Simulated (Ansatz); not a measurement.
## LiBr: one input, then a changed one

The cell is COD entry 1011363, as deposited and not checked against the literature; nothing was relaxed. It is an old determination, and later ones may differ.

First run: DFT, PBE, all-electron LAPW, non-relativistic (Ansatz 0.2.0).

Command: `ansatz run input.yaml --threads 1 --pin off --max-ram 2048MiB --backend cpu --events-out ev --progress --plain --runs-dir out` The run took 5.5 s on 1 thread of Arm Neoverse V1, on a shared host, peak memory 0.22 GiB.

```yaml
crystal:
  lattice:
    - [0.0, 2.7445, 2.7445]
    - [2.7445, 0.0, 2.7445]
    - [2.7445, 2.7445, 0.0]
  atoms:
    - { symbol: Li, position: [0.0, 0.0, 0.0] }
    - { symbol: Br, position: [0.5, 0.5, 0.5] }
kpoints:
  mp_grid: { grid: [8, 8, 8] }
  band_path:
    path:
      - [0.0, 0.0, 0.0]
      - [0.5, 0.0, 0.5]
      - [0.625, 0.25, 0.625]
      - [0.375, 0.375, 0.75]
      - [0.0, 0.0, 0.0]
      - [0.5, 0.5, 0.5]
      - [0.5, 0.25, 0.75]
      - [0.5, 0.0, 0.5]
    npoints: 5
scf:
  occupations: { method: fermi_dirac, width: 0.03 }
hamiltonian:
  xc: pbe
  pseudopotentials:
    kind: all_electron
    lapw: { basis_error: 0.001 }
    relativity: none
output:
  forces: true
  stress: true
  eigenvalues: true
```

Result: converged; pressure 0.49 GPa; gap on the k mesh 5.31 eV; 6 SCF iterations.

The input is then changed:

```diff
@@ -8,5 +8,5 @@
     - { symbol: Br, position: [0.5, 0.5, 0.5] }
 kpoints:
-  mp_grid: { grid: [8, 8, 8] }
+  mp_grid: { grid: [10, 10, 10] }
   band_path:
     path:
```

What does the second run give?

It converged; energy at zero smearing 0.0 meV/atom from the first run; pressure 0.48 GPa; gap on the k mesh 5.31 eV; 6 SCF iterations.

The results part of its log:

```
SCF 1 converged in 6 iterations: F = -70245.432218 eV  dr2 = 1.68e-9
NSCF: frozen V_eff on 36 k-points
SCF converged after 6 iterations
Free energy (F): -70245.432218 eV
Harris-Foulkes:  -70245.432218 eV  (|F-HF|=1.04e-8)
Internal energy: -70245.432218 eV  (E = F + TS)
E sigma→0 (E₀):  -70245.432218 eV
Fermi energy:    6.325679 eV
--- Per-component energies (eV) ---
  E_band       = -2049.885606
  E_kinetic    = 70202.389555
  E_xc         = -2527.982132
  E_electrostatic = -137919.839640  (all electrons and nuclei)
  E_smearing   = -0.000000  (= −TS)
  E_closure    = 0.000000  (closes the sum)
  E_atoms      = -70238.787260  (free atoms, spherical and without spin; not in F)
  Σ components = -70245.432218   (vs F -70245.432218, Δ=0.00e0)
  Basis errors (estimates in eV, not in F): energy 4.1e-4 per atom: plane waves 3.7e-4 (1.9e-4 summed), levels above the bands 9.6e-115, relativity 0.0e0, radial functions 4.5e-5, core shells 1.2e-18; eigenvalues (radial functions only) 1.0e-5; not estimated: angular momenta, meshes, grids; target (lapw.basis_error) 1.0e-3; muffin-tin radii Li 1.176 Å, Br 1.569 Å
--- Forces (eV/Å), atoms counted from 1 ---
  atom   1  Li    -0.00000000     0.00000000    -0.00000000
  atom   2  Br     0.00000000    -0.00000000    -0.00000000
  max |Σ_I F_I| component: 9.53e-31 eV/Å
--- Stress (GPa, compression-positive) ---
        0.484802       0.000000       0.000000
        0.000000       0.484802       0.000000
        0.000000       0.000000       0.484802
  P = ⅓ Tr σ = 0.4848 GPa (4.848 kbar)
--- Band table (eV; the first three rows and the last of 47) ---
  k-point 0: bands = ["-218.1077", "-160.1135", "-160.1135", "-160.1135", "-56.8016", "-56.8016", "-56.7999", "-56.7999", "-56.7999", "-40.7121", "-9.1952", "3.6204", "3.6204", "3.6204", "8.9298", "14.0638", "14.0638", "14.0638"]
  k-point 1: bands = ["-218.1077", "-160.1135", "-160.1135", "-160.1135", "-56.8016", "-56.8016", "-56.7999", "-56.7999", "-56.7999", "-40.7120", "-9.1491", "3.2327", "3.5920", "3.5920", "9.2757", "13.5171", "14.0363", "14.0363"]
  k-point 2: bands = ["-218.1077", "-160.1135", "-160.1135", "-160.1135", "-56.8016", "-56.8016", "-56.7999", "-56.7999", "-56.7999", "-40.7117", "-9.0240", "2.3905", "3.5210", "3.5210", "9.7769", "13.1796", "13.2374", "13.2374"]
  k-point 46: bands = ["-218.1077", "-160.1135", "-160.1135", "-160.1135", "-56.8017", "-56.8016", "-56.7999", "-56.7999", "-56.7998", "-40.7107", "-8.4436", "1.1971", "1.7236", "2.4623", "11.1709", "12.3639", "12.8556", "13.7897"]
```
